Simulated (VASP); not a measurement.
# AgBr (Fm-3m) in VASP: notebook, part 2 of 2

VASP 6.6.1. Earlier steps stand in the parts before.

## (3) Single point, PBE

Input file INCAR:

```
ALGO = Normal
EDIFF = 1E-6
ENCUT = 520
GGA = PE
ISIF = 2
ISMEAR = 0
LASPH = T
LCHARG = F
LREAL = F
LWAVE = F
NBANDS = 16
NELM = 100
PREC = Accurate
SIGMA = 0.01
```

Input file KPOINTS:

```
k-points
0
Gamma
  6 6 6
```

Input file POSCAR:

```
AgBr
1.0
    0.0000000000      2.8927333105      2.8927333105
    2.8927333105      0.0000000000      2.8927333105
    2.8927333105      2.8927333105      0.0000000000
Ag Br
1 1
Direct
    0.0000000000      0.0000000000      0.0000000000
    0.5000000000      0.5000000000      0.5000000000
```

Potentials or basis: VASP PAW PBE potentials, release 64 (Ag, Br).

The run is started by

```sh
$ cat potpaw_PBE.64/Ag/POTCAR potpaw_PBE.64/Br/POTCAR > POTCAR
$ mpirun -np 1 vasp_std > vasp.out
```

OUTCAR:

```text
EDIFF = 1E-6
   ENCUT = 520
   GGA = PE
   ISIF = 2
   ISMEAR = 0
   LASPH = T
   LREAL = F
   NELM = 100
   PREC = Accurate

 ion  position               nearest neighbor table
   1  0.000  0.000  0.000-   2 2.89   2 2.89   2 2.89   2 2.89   2 2.89   2 2.89
   2  0.500  0.500  0.500-   1 2.89   1 2.89   1 2.89   1 2.89   1 2.89   1 2.89

  LATTYP: Found a face centered cubic cell.
 ALAT       =     5.7854666210

  Lattice vectors:

 A1 = (   0.0000000000,   2.8927333105,   2.8927333105)
 A2 = (   2.8927333105,   0.0000000000,   2.8927333105)
 A3 = (   2.8927333105,   2.8927333105,   0.0000000000)

Analysis of symmetry for initial positions (statically):
=====================================================================
 Subroutine PRICEL returns:
 Original cell was already a primitive cell.

 Routine SETGRP: Setting up the symmetry group for a
 face centered cubic supercell.

 Subroutine GETGRP returns: Found 48 space group operations
 (whereof 48 operations were pure point group operations)
 out of a pool of 48 trial point group operations.

The static configuration has the point symmetry O_h .

Analysis of symmetry for dynamics (positions and initial velocities):
=====================================================================
 Subroutine PRICEL returns:
 Original cell was already a primitive cell.

 Routine SETGRP: Setting up the symmetry group for a
 face centered cubic supercell.

 Subroutine GETGRP returns: Found 48 space group operations
 (whereof 48 operations were pure point group operations)
 out of a pool of 48 trial point group operations.

The dynamic configuration has the point symmetry O_h .

 Subroutine INISYM returns: Found 48 space group operations
 (whereof 48 operations are pure point group operations),
 and found     1 'primitive' translations

----------------------------------------------------------------------------------------

                                     Primitive cell

  volume of cell :      48.4122

  direct lattice vectors                    reciprocal lattice vectors
     0.000000000  2.892733311  2.892733311    -0.172846905  0.172846905  0.172846905
     2.892733311  0.000000000  2.892733311     0.172846905 -0.172846905  0.172846905
     2.892733311  2.892733311  0.000000000     0.172846905  0.172846905 -0.172846905

  length of vectors
     4.090942680  4.090942680  4.090942680     0.299379622  0.299379622  0.299379622

  position of ions in fractional coordinates (direct lattice)
     0.000000000  0.000000000  0.000000000
     0.500000000  0.500000000  0.500000000

  ion indices of the primitive-cell ions
   primitive index   ion index
                 1           1
                 2           2

----------------------------------------------------------------------------------------

 KPOINTS: k-points

Automatic generation of k-mesh.
 Grid dimensions read from file:
 generate k-points for:    6    6    6

 Generating k-lattice:

  Cartesian coordinates                     Fractional coordinates (reciprocal lattice)
    -0.028807818  0.028807818  0.028807818     0.166666667  0.000000000  0.000000000
     0.028807818 -0.028807818  0.028807818     0.000000000  0.166666667  0.000000000
     0.028807818  0.028807818 -0.028807818     0.000000000  0.000000000  0.166666667

  Length of vectors
     0.049896604  0.049896604  0.049896604

  Shift w.r.t. Gamma in fractional coordinates (k-lattice)
     0.000000000  0.000000000  0.000000000

 Subroutine IBZKPT returns following result:
 ===========================================

 Found     16 irreducible k-points:

 Following reciprocal coordinates:
            Coordinates               Weight
  0.000000  0.000000  0.000000      1.000000
  0.166667  0.000000  0.000000      8.000000
  0.333333  0.000000  0.000000      8.000000
  0.500000  0.000000  0.000000      4.000000
  0.166667  0.166667  0.000000      6.000000
  0.333333  0.166667  0.000000     24.000000
[... 8 lines left out ...]
 -0.333333  0.333333  0.166667     24.000000
 -0.333333  0.500000  0.166667     12.000000
   k-points           NKPTS =     16   k-points in BZ     NKDIM =     16   number of bands    NBANDS=     16
   number of dos      NEDOS =    301   number of ions     NIONS =      2
   total plane-waves  NPLWV =  27000
   dimension x,y,z NGX =    30 NGY =   30 NGZ =   30
   dimension x,y,z NGXF=    60 NGYF=   60 NGZF=   60
   ions per type =               1   1
   NGX,Y,Z   is equivalent  to a cutoff of  12.19, 12.19, 12.19 a.u.
   NGXF,Y,Z  is equivalent  to a cutoff of  24.38, 24.38, 24.38 a.u.
 SYSTEM =  unknown system
   PREC   = accura    normal or accurate (medium, high low for compatibility)
   ISTART =      0    job   : 0-new  1-cont  2-samecut
   ICHARG =      2    charge: 1-file 2-atom 10-const
   ISPIN  =      1    spin polarized calculation?
   LNONCOLLINEAR =      F non collinear calculations
   LSORBIT =      F    spin-orbit coupling
   LASPH  =      T    aspherical Exc in radial PAW
   ENCUT  =  520.0 eV  38.22 Ry    6.18 a.u.   7.61  7.61  7.61*2*pi/ulx,y,z
   NELM   =    100;   NELMIN=  2; NELMDL= -5     # of ELM steps
   EDIFF  = 0.1E-05   stopping-criterion for ELM
   LREAL  =      F    real-space projection
   EDIFFG = 0.1E-04   stopping-criterion for IOM
   NSW    =      0    number of steps for IOM
   IBRION =     -1    ionic relax: 0-MD 1-quasi-New 2-CG
   NFREE  =      0    steps in history (QN), initial steepest desc. (CG)
   ISIF   =      2    stress and relaxation
   ISYM   =      2    0-nonsym 1-usesym 2-fastsym
   POTIM  = 0.5000    time-step for ionic-motion
   TEBEG  =    0.0;   TEEND  =   0.0 temperature during run
   PSTRESS=    0.0 pullay stress
   NELECT =      18.0000    total number of electrons
   NUPDOWN=      -1.0000    fix difference up-down
   EMIN   =  10.00;   EMAX   =-10.00  energy-range for DOS
   EFERMI =   0.00;   METHOD = LEGACY
   ISMEAR =     0;   SIGMA  =   0.01  broadening in eV -4-tet -1-fermi 0-gaus
   EFERMI_NEDOS =   21; number of points for ismear=-14 and -15
   IALGO  =     38    algorithm
   IMIX   =      4    mixing-type and parameters
     AMIX     =   0.40;   BMIX     =  1.00
     AMIX_MAG =   1.60;   BMIX_MAG =  1.00
  volume/ion in A,a.u.               =      24.21       163.35
  Fermi-wavevector in a.u.,A,eV,Ry     =   1.177192  2.224570 18.854693  1.385781
  Thomas-Fermi vector in A             =   2.313543
   LORBIT       =      0    0 simple, 1 ext, 2 COOP (PROOUT), +10 PAW based schemes
   GGA     = PE    functional components
   LHFCALC =     F    Hartree Fock is set to
   AEXX    =    0.0000 exact exchange contribution
   IVDW    =     0    specifies the selected vdW correction
   LEPSILON=     F    determine dielectric tensor
   LRPA    =     F    only Hartree local field effects (RPA)
 non-spin polarized calculation
 Gauss-broadening in eV      SIGMA  =   0.01
  energy-cutoff  :      520.00
  volume of cell :       48.41
 maximum number of plane-waves:      1315
   NGX = 15   NGY = 15   NGZ = 15

 number of electron      18.0000004 magnetization

 Free energy of the ion-electron system (eV)
  ---------------------------------------------------
  ext. energy  EPLUGINS =         0.00000000
  ---------------------------------------------------
  free energy    TOTEN  =        -4.99414130 eV

  energy without entropy =       -4.99414130  energy(sigma->0) =       -4.99414130

 E-fermi :   3.4468     XC(G=0):  -9.7406

 val. band max:        3.3365164346   @ k =   0.5000   0.0000   0.0000
 cond. band min:       4.0132294832   @ k =   0.0000   0.0000   0.0000
 fundamental gap:      0.6767130486
 Fermi energy:         3.4467565956

 k-point     1 :       0.0000    0.0000    0.0000
  band No.  band energies     occupation
      1     -11.5945      2.00000
      2       0.6365      2.00000
      3       0.6365      2.00000
      4       0.6366      2.00000
      5       0.6366      2.00000
      6       0.6366      2.00000
[... 8 lines left out ...]
     15      15.0275      0.00000
     16      15.0275      0.00000
[... 267 lines left out ...]
 k-point    16 :      -0.3333    0.5000    0.1667
  band No.  band energies     occupation
      1     -11.1247      2.00000
      2      -0.6392      2.00000
      3      -0.5252      2.00000
      4      -0.1958      2.00000
      5       1.0238      2.00000
      6       1.0251      2.00000
[... 8 lines left out ...]
     15      16.9370      0.00000
     16      18.1447      0.00000

------------------------ aborting loop because EDIFF is reached ----------------------------------------

  FORCE on cell =-STRESS in cart. coord.  units (eV):
  Direction    XX          YY          ZZ          XY          YZ          ZX
  --------------------------------------------------------------------------------------
  -------------------------------------------------------------------------------------
  Total        0.3526633      0.3526633      0.3526633      0.0000000      0.0000000      0.0000000
  in kB       11.6712056     11.6712056     11.6712056      0.0000000      0.0000000      0.0000000
  external PRESSURE =      11.6712056 kB  Pullay stress =       0.0000000 kB

 VOLUME and BASIS-vectors are now :
 -----------------------------------------------------------------------------
  energy-cutoff  :      520.00
  volume of cell :       48.41
      direct lattice vectors                 reciprocal lattice vectors
     0.000000000  2.892733311  2.892733311    -0.172846905  0.172846905  0.172846905
     2.892733311  0.000000000  2.892733311     0.172846905 -0.172846905  0.172846905
     2.892733311  2.892733311  0.000000000     0.172846905  0.172846905 -0.172846905

 POSITION                                       TOTAL-FORCE (eV/Angst)
 -----------------------------------------------------------------------------------
      0.00000      0.00000      0.00000        -0.000000      0.000000      0.000000
      2.89273      2.89273      2.89273         0.000000     -0.000000      0.000000
 -----------------------------------------------------------------------------------
    total drift:                               -0.000000      0.000000      0.000000

  FREE ENERGIE OF THE ION-ELECTRON SYSTEM (eV)
  ---------------------------------------------------
  free  energy   TOTEN  =        -4.9941412956 eV

  energy  without entropy=       -4.9941412956  energy(sigma->0) =       -4.99414130
```

stdout:

```text
POSCAR found type information on POSCAR AgBr
 POSCAR found :  2 types and       2 ions
 scaLAPACK will be used
 LDA part: xc-table for (Slater+PW92), standard interpolation
 POSCAR, INCAR and KPOINTS ok, starting setup
 FFT: planning ... GRIDC
 FFT: planning ... GRID_SOFT
 FFT: planning ... GRID
 WAVECAR not read
 entering main loop
```

Run time: 8.6 s. Hardware: 1 thread of Intel Xeon Platinum 8488C (Sapphire Rapids), shared host; peak memory 0.16 GiB.

What came out:

```yaml
Free_energy: -4.9941 eV
Pressure: 1.2 GPa
Band_gap_on_the_k_mesh: 0.68 eV, indirect (least direct gap 2.53 eV)
```

Levels at points of the mesh, in eV from the valence-band top:
```csv
k point,band 7,band 8,band 9,band 10,band 11,band 12
"(0.00, 0.00, 0.00)",-1.85,-1.85,-1.85,0.68,9.92,9.92
"(0.50, 0.00, 0.00)",-2.08,0.00,0.00,3.80,6.45,6.81
"(0.50, 0.50, 0.00)",-2.31,-2.31,-2.23,1.65,7.10,8.97
```

A k mesh can miss the band edges. As with any semilocal functional, this PBE gap is likely too small.

## (4) Single point, PBE

Input file INCAR:

```
SYSTEM = AgBr
ALGO     = Normal         ! electronic algorithm
EDIFF    = 1E-6           ! SCF threshold, eV
ENCUT    = 520            ! plane-wave cutoff, eV
GGA      = PE             ! functional
ISIF     = 2              ! what is computed and relaxed
ISMEAR   = 0              ! smearing method
LASPH    = .TRUE.         ! aspherical terms in the spheres
LCHARG   = .FALSE.        ! write CHGCAR
LREAL    = .FALSE.        ! projectors in reciprocal space
LWAVE    = .FALSE.        ! write WAVECAR
NBANDS   = 16             ! bands
NELM     = 100            ! most SCF steps
PREC     = Accurate       ! precision mode
SIGMA    = 0.01           ! smearing width, eV
```

Input file KPOINTS:

```
k-points
0
G
  6 6 6
  0 0 0
```

POSCAR is that of step 3.

The run is started by

```sh
$ cat potpaw_PBE.64/Ag/POTCAR potpaw_PBE.64/Br/POTCAR > POTCAR
$ mpirun -np 1 vasp_std > vasp.out
```

It took 8.5 s on 1 thread of Intel Xeon Platinum 8488C (Sapphire Rapids), shared host; peak memory 0.16 GiB.

The run converged. Its results:

* Free energy: -4.9941 eV
* Pressure: 1.2 GPa
* Band gap on the k mesh: 0.68 eV, indirect (least direct gap 2.53 eV)

Levels at points of the mesh, in eV from the valence-band top:
```
           k point  band 5  band 6  band 7  band 8  band 9  band 10  band 11  band 12  band 13  band 14
(0.00, 0.00, 0.00)   -2.70   -2.70   -1.85   -1.85   -1.85     0.68     9.92     9.92     9.92    11.20
(0.50, 0.00, 0.00)   -2.41   -2.41   -2.08    0.00    0.00     3.80     6.45     6.81     6.81    12.20
(0.50, 0.50, 0.00)   -2.72   -2.55   -2.31   -2.31   -2.23     1.65     7.10     8.97    10.93    10.93
```

A k mesh can miss the band edges.

## (5) Single point, HSE06

POSCAR is that of step 4.

Input file INCAR.step1:

```
  ALGO = Normal
  EDIFF = 1E-5
  ENCUT = 520
  GGA = PE
  ISIF = 2
  ISMEAR = 0
  LASPH = T
  LCHARG = F
  LREAL = F
  LWAVE = T
  NBANDS = 16
  NELM = 100
  PREC = Accurate
  SIGMA = 0.01
```

Input file INCAR.step2:

```
  ALGO = Normal
  EDIFF = 1E-6
  ENCUT = 520
  GGA = PE
  HFSCREEN = 0.2079
  ISIF = 2
  ISMEAR = 0
  ISTART = 1
  LASPH = T
  LCHARG = F
  LHFCALC = T
  LREAL = F
  LWAVE = F
  NBANDS = 16
  NELM = 100
  PREC = Accurate
  PRECFOCK = Normal
  SIGMA = 0.01
```

Input file KPOINTS:

```
k-points
0
Gamma
  6 6 6
```

Potentials or basis: VASP PAW PBE potentials, release 64 (Ag, Br).

The run is started by

```sh
$ cat potpaw_PBE.64/Ag/POTCAR potpaw_PBE.64/Br/POTCAR > POTCAR
$ cp INCAR.step1 INCAR
$ mpirun -np 1 vasp_std > vasp.out
$ cp INCAR.step2 INCAR
$ mpirun -np 1 vasp_std > vasp.out
```

OUTCAR:

```text
EDIFF = 1E-6
   ENCUT = 520
   GGA = PE
   HFSCREEN = 0.2079
   ISIF = 2
   ISMEAR = 0
   ISTART = 1
   LASPH = T
   LHFCALC = T
   LREAL = F
   NELM = 100
   PREC = Accurate
   PRECFOCK = Normal

 ion  position               nearest neighbor table
   1  0.000  0.000  0.000-   2 2.89   2 2.89   2 2.89   2 2.89   2 2.89   2 2.89
   2  0.500  0.500  0.500-   1 2.89   1 2.89   1 2.89   1 2.89   1 2.89   1 2.89

  LATTYP: Found a face centered cubic cell.
 ALAT       =     5.7854666210

  Lattice vectors:

 A1 = (   0.0000000000,   2.8927333105,   2.8927333105)
 A2 = (   2.8927333105,   0.0000000000,   2.8927333105)
 A3 = (   2.8927333105,   2.8927333105,   0.0000000000)

Analysis of symmetry for initial positions (statically):
=====================================================================
 Subroutine PRICEL returns:
 Original cell was already a primitive cell.

 Routine SETGRP: Setting up the symmetry group for a
[... 163 lines left out ...]
  ---------------------------------------------------
  free energy    TOTEN  =        -6.10068063 eV

  energy without entropy =       -6.10068063  energy(sigma->0) =       -6.10068063

 E-fermi :   2.4674     XC(G=0):  -8.0470

 val. band max:        2.4187874822   @ k =   0.5000   0.0000   0.0000
 cond. band min:       4.4259052926   @ k =   0.0000   0.0000   0.0000
 fundamental gap:      2.0071178104
 Fermi energy:         2.4673856955

 k-point     1 :       0.0000    0.0000    0.0000
  band No.  band energies     occupation
      1     -13.5319      2.00000
      2      -0.8350      2.00000
      3      -0.8350      2.00000
      4      -0.8015      2.00000
      5      -0.8015      2.00000
      6      -0.8015      2.00000
[... 281 lines left out ...]
      3      -1.7025      2.00000
      4      -1.3842      2.00000
      5      -0.4251      2.00000
      6      -0.4191      2.00000
[... 8 lines left out ...]
     15      17.6810      0.00000
     16      18.8992      0.00000

------------------------ aborting loop because EDIFF is reached ----------------------------------------

  FORCE on cell =-STRESS in cart. coord.  units (eV):
  Direction    XX          YY          ZZ          XY          YZ          ZX
  --------------------------------------------------------------------------------------
  -------------------------------------------------------------------------------------
  Total        0.2535039      0.2535039      0.2535039     -0.0000000      0.0000000     -0.0000000
  in kB        8.3895768      8.3895768      8.3895768     -0.0000000      0.0000000     -0.0000000
  external PRESSURE =       8.3895768 kB  Pullay stress =       0.0000000 kB

 VOLUME and BASIS-vectors are now :
 -----------------------------------------------------------------------------
  energy-cutoff  :      520.00
  volume of cell :       48.41
      direct lattice vectors                 reciprocal lattice vectors
     0.000000000  2.892733311  2.892733311    -0.172846905  0.172846905  0.172846905
     2.892733311  0.000000000  2.892733311     0.172846905 -0.172846905  0.172846905
     2.892733311  2.892733311  0.000000000     0.172846905  0.172846905 -0.172846905

 POSITION                                       TOTAL-FORCE (eV/Angst)
 -----------------------------------------------------------------------------------
      0.00000      0.00000      0.00000        -0.000000     -0.000000      0.000000
      2.89273      2.89273      2.89273         0.000000      0.000000     -0.000000
 -----------------------------------------------------------------------------------
    total drift:                               -0.000000     -0.000000     -0.000000

  FREE ENERGIE OF THE ION-ELECTRON SYSTEM (eV)
  ---------------------------------------------------
  free  energy   TOTEN  =        -6.1006806349 eV

  energy  without entropy=       -6.1006806349  energy(sigma->0) =       -6.10068063
```

Wall time 22 min (1 thread of Intel Xeon Platinum 8488C (Sapphire Rapids), shared host); peak memory 0.3 GiB.

Results:

```
Free energy            : -6.1007 eV
Pressure               : 0.8 GPa
Band gap on the k mesh : 2.01 eV, indirect (least direct gap 3.76 eV)
```

Caveat: the PAW data sets were made with another functional, which shifts forces and pressure a little. A k mesh can miss the band edges.
